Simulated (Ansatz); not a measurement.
# AlGa3N4 (Pm), a vibration from a frozen displacement

Method: DFT r2SCAN, scalar-relativistic, plane waves, PAW (Ansatz 0.2.0). The runs took a 500 eV cutoff, a Γ-centred 6×8×4 mesh and Gaussian smearing (0.05 eV). No spin polarisation. Energies are free energies at this smearing, counted from the undisturbed cell; pressure is positive in compression.

The starting cell (relaxed at this level; it needn't be the usual structure):

```xyz
8
Lattice="5.1389 0.0000 0.0000 0.0000 3.1634 0.0000 -0.0037 0.0000 5.4770" Properties=species:S:1:pos:R:3 pbc="T T T"
Al    0.0005    1.5817    3.6548
Ga    2.5640    1.5817    1.8351
Ga    2.5625    0.0000    4.5539
Ga    5.1376    0.0000    0.9102
N     0.6124    1.5817    1.8655
N     0.5999    0.0000    4.5236
N     3.1867    0.0000    0.9103
N     3.2440    1.5817    3.6546
```

Every N atom is moved by x along the Cartesian unit vector (-0.814, 0.000, 0.581); the cell and all other atoms stay fixed. The cell's volume is 89.04 Å³; the moved atoms weigh 56.028 u together and the others 236.151 u.

```csv
x (Å),ΔE (meV/cell),total force on the moved atoms along the move (eV/Å),pressure (GPa)
-0.2000,1093.95,11.3589,4.4611
-0.1500,604.17,8.2670,2.4547
-0.1000,264.08,5.3660,1.0596
-0.0500,65.01,2.6203,0.2485
0.0000,0.00,-0.0020,-0.0020
0.0500,63.67,-2.5315,0.2887
0.1000,252.05,-4.9949,1.1046
0.1500,562.46,-7.4166,2.4329
0.1750,762.91,-8.6189,3.2860
0.2000,993.38,-9.8185,4.2633
```

Task: What frequency belongs to this motion?

Result: The force constant is k = −dF/dx = 51.519 eV/Å², from the parabola through x = -0.0500, 0 and 0.0500. In every cell the moved atoms swing against the rest, so the mass is μ = m₁m₂/(m₁ + m₂) = 45.284 u, and ν̃ = 521.5 cm⁻¹ × √(|k|/μ) = 556 cm⁻¹. The pattern needn't be a normal mode: ν̃² is then a weighted mean of the squared nonzero frequencies at the zone centre of this cell, taken without macroscopic field, so it lies between the lowest and the highest of them.

Task: How far does the harmonic law reach?

Result: At x = -0.200 Å, kx²/2 = 1030.38 meV against the computed 1093.95 meV (+6.2 %): the well is still close to harmonic there.

The 556 cm⁻¹ lies where the polar optical vibrations of tetrahedral Ga and Al nitrides are expected: stiff, partly ionic metal-nitrogen bonds are stretched and bent, and the light nitrogen carries most of the motion. The well is lopsided. At every paired amplitude the negative side costs more energy, and at 0.2000 Å the positive side falls below the harmonic parabola while the negative side rises above it. The leading anharmonicity is therefore cubic, which a polar lattice without inversion symmetry allows. Negative x pushes each N towards the metal neighbour along the polar axis, so the steeper wall probably reflects short-range repulsion in these compressed bonds.

The pressure, by contrast, is almost even in x and grows roughly as its square. The displaced crystal would thus tend to expand, and the force constant for this pattern should soften as the volume increases, as is usual for bond-stretching modes. A temperature shift or linewidth doesn't follow from this single path, since both also depend on coupling to other phonons.
